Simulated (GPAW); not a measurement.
Ru:

```
Ru
1.0
     2.70580    0.00000    0.00000
    -1.35290    2.34329    0.00000
     0.00000    0.00000    4.28190
Ru
2
Direct
  0.66667 0.33333 0.75000
  0.33333 0.66667 0.25000
```

```yaml
Program: GPAW 26.7.0
Task: relaxation of cell and atoms
Functional: revTPSS
Dispersion: D3(BJ)
Potentials_or_basis: GPAW PAW data sets (gpaw-data 1.2.1)
Cutoff: 600 eV
Basis: pw
k_mesh: 8 × 8 × 5
Occupations: fermi-dirac, width 0.05 eV
Spin: no spin polarisation
```

At the start: pressure -15.8 GPa; volume 13.57 Å³/atom.

Q: Where does the relaxation end?

A: Over 5 steps the energy falls by 30.9 meV/atom and the volume is 12.96 Å³/atom (-4.6 %); space group P6_3/mmc (No. 194, to 0.05 Å).

Step by step:
```
step  energy change (eV)  largest force (eV/Å)  pressure (GPa)  volume (Å³)
   1              0.0000                0.0003          -15.77        27.15
   2             -0.0528                0.0003           -6.54        26.38
   3             -0.0617                0.0000            0.46        25.88
   4             -0.0618                0.0003           -0.01        25.91
   5             -0.0618                0.0002           -0.04        25.91
```

Final structure:
```
CELL_PARAMETERS angstrom
2.66330 0.00000 0.00000
-1.33165 2.30648 0.00000
0.00000 0.00000 4.21805
ATOMIC_POSITIONS crystal
Ru 0.66667 0.33333 0.75000
Ru 0.33333 0.66667 0.25000
```

Caveat: later steps reuse the first step's grids; the PAW data sets were made with another functional, which shifts forces and pressure a little; pairwise dispersion overbinds metals, which lowers pressure and volume.
